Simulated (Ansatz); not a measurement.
**Rh: distorted cells**

The calculation used DFT PBE, scalar-relativistic, plane waves, PAW (Ansatz 0.2.0).

Settings: cutoff 420 eV, Γ-centred mesh 18×18×18 on the computed 1-atom cell, Gaussian smearing of 0.10 eV; no spin polarisation.

Reference cell:

```
Rh
1.0
     0.00000    1.89785    1.89785
     1.89785    0.00000    1.89785
     1.89785    1.89785    0.00000
Rh
1
Direct
  0.00000 0.00000 0.00000
```

Each variant moves atoms of this cell by the vectors given, if any (Å), and then applies a symmetric strain (tensor components, Cartesian axes). The reference cell isn't relaxed at this level. Energies are per atom at zero smearing, counted from the reference cell. Pressure is positive in compression.

1. strain (xx yy zz yz xz xy, %) -5.84 -3.13 -2.87 -2.00 1.64 0.84
2. strain (xx yy zz yz xz xy, %) 4.40 4.40 4.40 0.00 0.00 0.00
3. strain (xx yy zz yz xz xy, %) -1.06 -3.56 -4.55 -0.06 -0.66 -0.22
4. strain (xx yy zz yz xz xy, %) 3.85 3.85 3.85 0.00 0.00 0.00
5. strain (xx yy zz yz xz xy, %) -2.45 -2.45 -2.45 0.00 0.00 0.00
6. strain (xx yy zz yz xz xy, %) -2.61 -2.61 -2.61 -6.00 6.00 -6.00
7. strain (xx yy zz yz xz xy, %) 4.12 4.12 4.12 0.00 0.00 0.00

The reference cell has pressure 7.43 GPa, largest force 0.000 eV/Å and gap none (metal).

| variant | ΔE (meV/atom) | P (GPa) | largest force (eV/Å) | gap on mesh (eV) | space group |
| --- | --- | --- | --- | --- | --- |
| 1 | 327.6 | 57.40 | 0.00 | 0 | P-1 |
| 2 | 98.1 | -20.13 | 0.00 | 0 | Fm-3m |
| 3 | 188.3 | 42.51 | 0.00 | 0 | P-1 |
| 4 | 69.0 | -17.72 | 0.00 | 0 | Fm-3m |
| 5 | ? | ? | ? | ? | ? |
| 6 | 632.9 | 57.26 | 0.00 | 0 | R-3m |
| 7 | ? | ? | ? | ? | ? |

Give the withheld rows.

```
variant  ΔE (meV/atom) P (GPa) largest force (eV/Å) gap on mesh (eV) space group
      5          120.3    33.88                  0.00                 0        Fm-3m
      7           82.7   -18.93                  0.00                 0        Fm-3m
```